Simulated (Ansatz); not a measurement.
**Al2O3: experiment and calculation**

**Measured values to compare with.**

“Effects of physical and chemical pressure on charge density wave transitions in LaAg1-xAuxSb2 single crystals”, 2022, arxiv:2211.11873 reports, for a powder of Al2O3: lattice constant a 4.7586 ± 0.0002 Å.

From “New Sustainable Multilayered Membranes Based on ZrVTi for Hydrogen Purification”, 2022, pmc:9317777, for a ceramic of Al2O3 at 300 K: lattice constant c 13.007 ± 0.001 Å.

“Multi-petahertz electron interference in Cr:Al2O3 solid-state material”, 2018, pmc:5906618 quotes, for a bulk crystal of Al2O3: band gap 8.7 eV (optical).

A printed reference work, data compilation reports, for a bulk crystal of Al2O3: bulk modulus 252.9 GPa.

The runs below are set against these values where they give the same quantity.

Theory: DFT PBE, scalar-relativistic, plane waves, PAW in Ansatz.

Settings: cutoff 420 eV, Γ-centred mesh 6×6×6 on the computed 10-atom cell, Gaussian smearing of 0.02 eV; no spin polarisation.

Relaxed structure, symmetry kept:

```xyz
10
Lattice="2.4044 1.3882 4.3745 -2.4044 1.3882 4.3745 0.0000 -2.7763 4.3745" Properties=species:S:1:pos:R:3 pbc="T T T"
Al    0.0000    0.0000    4.6214
Al    0.0000    0.0000    1.9404
Al    0.0000    0.0000    8.5021
Al    0.0000    0.0000   11.1831
O    -0.9321    1.3882    7.6554
O    -0.7361   -1.5013    7.6554
O     1.6682    0.1131    7.6554
O     0.9321   -1.3882    5.4681
O     0.7361    1.5013    5.4681
O    -1.6682   -0.1131    5.4681
```

| Quantity | Value |
| --- | --- |
| Space group | R-3c (No. 167) |
| Volume per atom | 8.76 Å³ |
| Formation energy from the elements' standard states (uncorrected) | -2.978 eV/atom |
| Kohn–Sham band gap | 5.85 eV, direct at Γ |
| Löwdin character of the top 1 eV of the valence band | O 2p 96 % |
| Löwdin character of the lowest 1 eV of the conduction band | Al 3s 42 %, O 2s 38 %, Al 3p 13 % |
| Electron masses at the edge by Cartesian direction of the standard setting (m_e; degenerate bands sorted by energy; no spin-orbit coupling) | x: 0.37; y: 0.37; z: 0.38 |
| Hole masses at the edge by Cartesian direction of the standard setting (m_e; degenerate bands sorted by energy; no spin-orbit coupling) | x: 7.5; y: 7.5; z: 0.34 |
| Bulk modulus | 230 GPa |
| Its pressure derivative | 4.0 |
| Electronic dielectric constant xx, yy, zz of the standard setting (independent particles) | 3.4, 3.4, 3.3 |
| Bader charges (e) | Al (4 in the cell) 2.55, O (6 in the cell) -1.70 |

Against the measured lattice constant a of Al2O3, 4.7586 Å (powder; the paper above), the calculated 4.809 Å is off by +1.1 %. 2 values of this kind are on record (4.7586 to 4.763 Å); this one was drawn at random, those with a stated uncertainty first. Against the measured lattice constant c of Al2O3, 13.007 Å (300 K; ceramic; the paper above), the calculated 13.123 Å is off by +0.9 %. 2 values of this kind are on record in papers (12.9903 to 13.007 Å); this one was drawn at random among those near their median, those with a stated uncertainty first. The calculation is for 0 K without zero-point motion. A measured band gap of Al2O3 is 8.7 eV (optical; quoted in the paper above); the calculated 5.85 eV misses it by -2.85 eV. Kohn–Sham gaps of semilocal functionals fall short of measured ones as a rule. A measured bulk modulus of Al2O3 is 252.9 GPa (a printed reference work, data compilation); the calculated 230 GPa misses it by -9.1 %. Against the measured high-frequency dielectric constant of Al2O3, 3.068 (300 K; “Anisotropic dielectric functions, band-to-band transitions, and critical points in \alpha-Ga2O3”, 2021, arxiv:2101.06595), the calculated 3.35 is off by +9.2 %. 2 values of this kind are on record (3.042 to 3.068); this one was drawn at random. Local fields are left out.